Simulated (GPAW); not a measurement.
Runs of GPAW 26.7.0 on CdSe (Cadmoselite). It takes space group P6_3mc (No. 186, hexagonal). The conventional cell has a = 4.300 Å, b = 4.300 Å, c = 7.020 Å, α = 90.00°, β = 90.00°, γ = 120.00°. Around Cd (site symmetry 3m) lie 4 Se at 2.61 to 2.70 Å. Se (site symmetry 3m) has 4 Cd at 2.61 to 2.70 Å as nearest neighbours. 

```tsv
task	level	potentials or basis	cell	cutoff (eV)	smearing	maxiter	convergence	response ecut	response k mesh	response bands	gap on the mesh (eV)	pressure (GPa)	largest force (eV/Å)
single point	PBE	GPAW PAW data sets (gpaw-data 1.2.1), pw	P6_3mc, 28.1 Å³/atom	450	fermi-dirac 0.05 eV	120	default	-	-	-	0.70	2.0	0.28
single point	PBE	GPAW PAW data sets (gpaw-data 1.2.1), pw	P6_3mc, 28.1 Å³/atom	500	fermi-dirac 0.05 eV	120	default	-	-	-	0.70	(b)	0.28
single point	LDA	the program's PAW data sets (release 1.2.1) made for this functional, pw	P6_3mc, 28.1 Å³/atom	500	fermi-dirac 0.05 eV	120	default	-	-	-	0.42	-2.3	(a)
dielectric tensor	LDA	the program's PAW data sets (release 1.2.1) made for this functional, pw	P6_3mc, 28.66 Å³/atom	500	fermi-dirac 0.001 eV	150	-	80 eV	11 × 11 × 6	58	0.38	-	-
dielectric tensor	PBE	GPAW PAW data sets (gpaw-data 1.2.1), pw	P6_3mc, 27.68 Å³/atom	500	fermi-dirac 0.001 eV	150	-	80 eV	8 × 8 × 4	58	0.71	-	-
```

Alike in all rows: no spin polarisation; k mesh 6 × 6 × 3.

Problem. Estimate the missing entries.

Solution. (a) 0.25; (b) 2.5.

Caveats: the cutoff is short for stress and forces, so pressures can be off by a GPa or more (some runs); the long-wavelength limit can be off by several per cent where d states take part (some runs); the gap is small at this level, which inflates the dielectric constant (some runs); an odd mesh through Γ misses points on the zone boundary, where band edges often lie (some runs).

A k mesh can miss the band edges, and the runs leave out spin-orbit coupling on Cd, Se.
